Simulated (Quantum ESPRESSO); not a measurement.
The system is WC.

```
CELL_PARAMETERS angstrom
0.00000 2.19268 2.19268
2.19268 0.00000 2.19268
2.19268 2.19268 0.00000
ATOMIC_POSITIONS crystal
W 0.00000 0.00000 0.00000
C 0.50000 0.50000 0.50000
```

Measurements of this composition are mostly on another form, of space group No. 187.

Base run:

* Program: Quantum ESPRESSO 7.5
* Functional: LDA
* Potentials or basis: GBRV 1.5 LDA
* Cutoff: 762 eV
* Density cutoff: 6095 eV
* k mesh: 10 × 10 × 10
* Occupations: fermi-dirac, width 0.05 eV
* Spin: no spin polarisation

Its results: band gap on the k mesh none (metal or under the smearing width); pressure -15.1 GPa.

**Question.** The run is repeated on the same cell with these changes: functional from LDA to PBEsol; potentials or basis from GBRV 1.5 LDA to GBRV 1.5 PBEsol. What comes out?

**Answer.** Band gap on the k mesh none (metal or under the smearing width); pressure -9.5 GPa.

Caveats: so large a pressure means that the cell lies far from this level's equilibrium, or that cutoff or potentials fall short (some runs).

Not every run made on this cell is shown here.
